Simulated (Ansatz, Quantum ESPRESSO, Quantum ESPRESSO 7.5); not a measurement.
# Complex bands of CaS, rock salt type, lattice constant set to 5.653 Å

Wanted: the complex band structure of CaS, rock salt type, lattice constant set to 5.653 Å, as for a tunnel barrier.

Calculated with Quantum ESPRESSO 7.5; plane-wave DFT, PBEsol, GBRV ultrasoft pseudopotentials (cross-check by Ansatz 0.2.0 with PAW datasets).

## Step 1: The starting structure

It takes space group Fm-3m (No. 225, cubic). Conventional cell: a = 5.653 Å, b = 5.653 Å, c = 5.653 Å, α = 90.00°, β = 90.00°, γ = 90.00°. Nearest to Ca lie 6 S at 2.83 Å. Nearest to S lie 6 Ca at 2.83 Å. Farther neighbours and most contacts between anions are not listed.

## Step 2: SCF with pw.x

pwcond needs a cell whose third axis lies along the current and stands perpendicular to the other two.

File scf.in:

```
&control
  prefix = 'scf'
  outdir = './out'
  pseudo_dir = './pseudo'
  calculation = 'scf'
  tprnfor = .true.
/
&system
  ibrav = 0
  nat = 4
  ntyp = 2
  ecutwfc = 40
  ecutrho = 200
  occupations = 'fixed'
  nbnd = 20
/
&electrons
  conv_thr = 1e-09
  mixing_beta = 0.6
  electron_maxstep = 120
/
ATOMIC_SPECIES
  Ca  40.0780  ca_pbesol_v1.uspp.F.UPF
  S   32.0600  s_pbesol_v1.4.uspp.F.UPF
CELL_PARAMETERS angstrom
  3.99727463404755 0.00000000000000 0.00000000000000
  0.00000000000000 3.99727463404755 0.00000000000000
  0.00000000000000 0.00000000000000 5.65300000000000
ATOMIC_POSITIONS crystal
  Ca  0.000000000000 0.000000000000 0.000000000000
  S   0.500000000000 0.500000000000 0.000000000000
  Ca  0.500000000000 0.500000000000 0.500000000000
  S   0.000000000000 0.000000000000 0.500000000000
K_POINTS automatic
  6 6 6 0 0 0
```

Run with:

```sh
$ OMP_NUM_THREADS=1 mpirun -n 2 pw.x -nk 2 -in scf.in > scf.out
```

The log of the run:

```text
Program PWSCF v.7.5 starts
[citation notice left out]

     Parallel version (MPI & OpenMP), running on       2 processor cores
     Number of MPI processes:                 2
     Threads/MPI process:                     1

     MPI processes distributed on     1 nodes
[...]
Current dimensions of program PWSCF are:
     Max number of different atomic species (ntypx) = 10
     Max number of k-points (npk) =  40000
     Max angular momentum in pseudopotentials (lmaxx) =  4
     Found identity + ( -0.5000 -0.5000 -0.5000) symmetry
     This is a supercell, fractional translations are disabled
     Message from routine setup:
     using ibrav=0 with symmetry is DISCOURAGED, use correct ibrav instead

     K-points division:     npool     =       2
     Subspace diagonalization in iterative solution of the eigenvalue problem:
     a serial algorithm will be used

     G-vector sticks info
     --------------------
     sticks:   dense  smooth     PW     G-vecs:    dense   smooth      PW
     Sum         901     725    221                28933    20895    3531

     Using Slab Decomposition

     bravais-lattice index     =            0
     lattice parameter (alat)  =       7.5538  a.u.
     unit-cell volume          =     609.5419 (a.u.)^3
     number of atoms/cell      =            4
     number of atomic types    =            2
     number of electrons       =        32.00
     number of Kohn-Sham states=           20
     kinetic-energy cutoff     =      40.0000  Ry
     charge density cutoff     =     200.0000  Ry
     scf convergence threshold =      1.0E-09
     mixing beta               =       0.6000
     number of iterations used =            8  plain     mixing
     Exchange-correlation= SLA  PW   PSX  PSC
                           (   1   4  10   8   0   0   0)

     celldm(1)=   7.553754  celldm(2)=   0.000000  celldm(3)=   0.000000
     celldm(4)=   0.000000  celldm(5)=   0.000000  celldm(6)=   0.000000

     crystal axes: (cart. coord. in units of alat)
               a(1) = (   1.000000   0.000000   0.000000 )
               a(2) = (   0.000000   1.000000   0.000000 )
               a(3) = (   0.000000   0.000000   1.414214 )

     reciprocal axes: (cart. coord. in units 2 pi/alat)
               b(1) = (  1.000000  0.000000  0.000000 )
               b(2) = (  0.000000  1.000000  0.000000 )
               b(3) = (  0.000000  0.000000  0.707107 )

     PseudoPot. # 1 for Ca read from file:
     ./pseudo/ca_pbesol_v1.uspp.F.UPF
     Pseudo is Ultrasoft + core correction, Zval = 10.0
     Generated by new atomic code, or converted to UPF format
     Using radial grid of  845 points,  6 beta functions with:
                l(1) =   0
                l(2) =   0
                l(3) =   1
                l(4) =   1
                l(5) =   2
                l(6) =   2
     Q(r) pseudized with  8 coefficients,  rinner =    1.500   1.500   1.500
                                                       1.500   1.500

     PseudoPot. # 2 for S  read from file:
     ./pseudo/s_pbesol_v1.4.uspp.F.UPF
     Pseudo is Ultrasoft + core correction, Zval =  6.0
     Generated by new atomic code, or converted to UPF format
     Using radial grid of  907 points,  6 beta functions with:
                l(1) =   0
                l(2) =   0
                l(3) =   1
                l(4) =   1
                l(5) =   2
                l(6) =   2
     Q(r) pseudized with  8 coefficients,  rinner =    1.300   1.300   1.300
                                                       1.300   1.300

     atomic species   valence    mass     pseudopotential
     Ca               10.00    40.07800     Ca( 1.00)
     S                 6.00    32.06000     S ( 1.00)

     16 Sym. Ops., with inversion, found

   Cartesian axes

     site n.     atom                  positions (alat units)
         1        Ca     tau(   1) = (   0.0000000   0.0000000   0.0000000  )
         2        S      tau(   2) = (   0.5000000   0.5000000   0.0000000  )
         3        Ca     tau(   3) = (   0.5000000   0.5000000   0.7071068  )
         4        S      tau(   4) = (   0.0000000   0.0000000   0.7071068  )

     number of k points=    40
                       cart. coord. in units 2pi/alat
        k(    1) = (   0.0000000   0.0000000   0.0000000), wk =   0.0092593
        k(    2) = (   0.0000000   0.0000000   0.1178511), wk =   0.0185185
        k(    3) = (   0.0000000   0.0000000   0.2357023), wk =   0.0185185
        k(    4) = (   0.0000000   0.0000000  -0.3535534), wk =   0.0092593
        k(    5) = (   0.0000000   0.1666667   0.0000000), wk =   0.0370370
        k(    6) = (   0.0000000   0.1666667   0.1178511), wk =   0.0740741
        k(    7) = (   0.0000000   0.1666667   0.2357023), wk =   0.0740741
        k(    8) = (   0.0000000   0.1666667  -0.3535534), wk =   0.0370370
        k(    9) = (   0.0000000   0.3333333   0.0000000), wk =   0.0370370
        k(   10) = (   0.0000000   0.3333333   0.1178511), wk =   0.0740741
[...]
k(   40) = (  -0.5000000  -0.5000000  -0.3535534), wk =   0.0092593

     Dense  grid:    28933 G-vectors     FFT dimensions: (  36,  36,  50)

     Smooth grid:    20895 G-vectors     FFT dimensions: (  32,  32,  45)

     Estimated max dynamical RAM per process >      81.29 MB

     Estimated total dynamical RAM >     155.52 MB

     Check: negative core charge=   -0.000001

     Initial potential from superposition of free atoms

     starting charge      31.9896, renormalised to      32.0000
     Starting wfcs are   28 randomized atomic wfcs

     total cpu time spent up to now is        1.3 secs

     per-process dynamical memory:    42.5 Mb

     Self-consistent Calculation

     iteration #  1     ecut=    40.00 Ry     beta= 0.60
     Davidson diagonalization with overlap
     ethr =  1.00E-02,  avg # of iterations =  2.4

     Threshold (ethr) on eigenvalues was too large:
     Diagonalizing with lowered threshold

     Davidson diagonalization with overlap
     ethr =  4.17E-04,  avg # of iterations =  1.9

     total cpu time spent up to now is        4.6 secs

     total energy              =    -198.32562871 Ry
     estimated scf accuracy    <       0.12428717 Ry

     iteration #  2     ecut=    40.00 Ry     beta= 0.60
[...]
total energy              =    -198.35687366 Ry
     estimated scf accuracy    <       0.01809533 Ry

     iteration #  3     ecut=    40.00 Ry     beta= 0.60
[...]
total energy              =    -198.35993639 Ry
     estimated scf accuracy    <       0.00128177 Ry

     iteration #  4     ecut=    40.00 Ry     beta= 0.60
[...]
total energy              =    -198.36010059 Ry
     estimated scf accuracy    <       0.00071904 Ry

     iteration #  5     ecut=    40.00 Ry     beta= 0.60
[...]
total energy              =    -198.36029869 Ry
     estimated scf accuracy    <       0.00002630 Ry

     iteration #  6     ecut=    40.00 Ry     beta= 0.60
[...]
total energy              =    -198.36030527 Ry
     estimated scf accuracy    <       0.00000188 Ry

     iteration #  7     ecut=    40.00 Ry     beta= 0.60
[...]
total energy              =    -198.36030671 Ry
     estimated scf accuracy    <       0.00000036 Ry

     iteration #  8     ecut=    40.00 Ry     beta= 0.60
[...]
total energy              =    -198.36030674 Ry
     estimated scf accuracy    <       0.00000005 Ry

     iteration #  9     ecut=    40.00 Ry     beta= 0.60
[...]
c_bands:  1 eigenvalues not converged
[...]
End of self-consistent calculation

          k = 0.0000 0.0000 0.0000 (  2589 PWs)   bands (ev):

   -32.7583 -32.7408 -13.9594 -13.8751 -13.8751 -13.8200 -13.8200 -13.8199
    -5.2175  -4.5563   3.8127   5.3437   5.3437   6.1798   6.1799   6.1799
     8.3678  10.2625  10.2626  10.2919

          k = 0.0000 0.0000 0.1179 (  2597 PWs)   bands (ev):

   -32.7571 -32.7420 -13.9533 -13.8714 -13.8714 -13.8328 -13.8236 -13.8236
    -5.1490  -4.5706   3.7817   5.3712   5.3712   5.6804   6.0755   6.0755
     8.4608  10.0787  10.5396  10.5740

          k = 0.0000 0.0000 0.2357 (  2606 PWs)   bands (ev):

   -32.7539 -32.7452 -13.9345 -13.8651 -13.8613 -13.8613 -13.8337 -13.8337
    -4.9757  -4.6349   3.8149   4.8024   5.4604   5.4604   5.8471   5.8471
     8.7309   9.6413  10.9211  11.1071

          k = 0.0000 0.0000-0.3536 (  2598 PWs)   bands (ev):

   -32.7495 -32.7495 -13.9032 -13.9032 -13.8475 -13.8475 -13.8474 -13.8474
    -4.7779  -4.7779   4.1282   4.1282   5.6218   5.6218   5.6219   5.6219
     9.1473   9.1473  11.3591  11.3591

          k = 0.0000 0.1667 0.0000 (  2607 PWs)   bands (ev):

   -32.7560 -32.7409 -13.9482 -13.8979 -13.8682 -13.8510 -13.8274 -13.8205
    -5.0824  -4.4960   3.9210   4.7041   5.2207   5.3782   5.8693   5.9598
     9.0808  10.3035  10.4355  10.6159

          k = 0.0000 0.1667 0.1179 (  2615 PWs)   bands (ev):

   -32.7549 -32.7419 -13.9510 -13.8869 -13.8693 -13.8650 -13.8237 -13.8236
    -5.0177  -4.5044   3.8168   4.8042   5.0847   5.2407   5.7901   5.7902
     9.1606  10.2669  10.6689  10.6690

[...]
highest occupied, lowest unoccupied level (ev):     6.1799    8.3677

!    total energy              =    -198.36030676 Ry
     estimated scf accuracy    <          4.4E-10 Ry

     The total energy is the sum of the following terms:
     one-electron contribution =     -53.97487440 Ry
     hartree contribution      =      37.32944027 Ry
     xc contribution           =     -40.49313816 Ry
     ewald contribution        =    -141.22173447 Ry

     convergence has been achieved in   9 iterations

     Forces acting on atoms (cartesian axes, Ry/au):

     atom    1 type  1   force =     0.00000000    0.00000000    0.00000000
     atom    2 type  2   force =     0.00000000    0.00000000    0.00000000
     atom    3 type  1   force =     0.00000000    0.00000000    0.00000000
     atom    4 type  2   force =     0.00000000    0.00000000    0.00000000

     Total force =     0.000000     Total SCF correction =     0.000000

[...]
=------------------------------------------------------------------------------=
   JOB DONE.
=------------------------------------------------------------------------------=
```

Elapsed: 22 s, on 2 MPI ranks of Arm Neoverse V1, shared host; peak memory 0.17 GiB; 44 s of CPU time.

This step gave:

- free energy: -2698.8295 eV
- valence top, on the run's zero: 6.180 eV
- conduction bottom, on the run's zero: 8.368 eV
- gap by band count: 2.188 eV

The run needed 9 iterations to bring the estimated error under 1e-09 Ry.

(Part 1 of 4 ends here.)

[Logs are printed without paths, hosts, clocks, repeated set-up lines and the standing remarks that a program may print on its own settings, such as how far it seeks lower states.]

[Hosts, paths, dates, database ids (printed as entryN), source tags and the programs' standing remarks are cut or masked in the printed files.]

[Maps of the electrostatic potential energy from Ansatz leave out the sawtooth potential of an applied field or a dipole correction, so their vacuum need not be flat; planar profiles and work functions include it.]
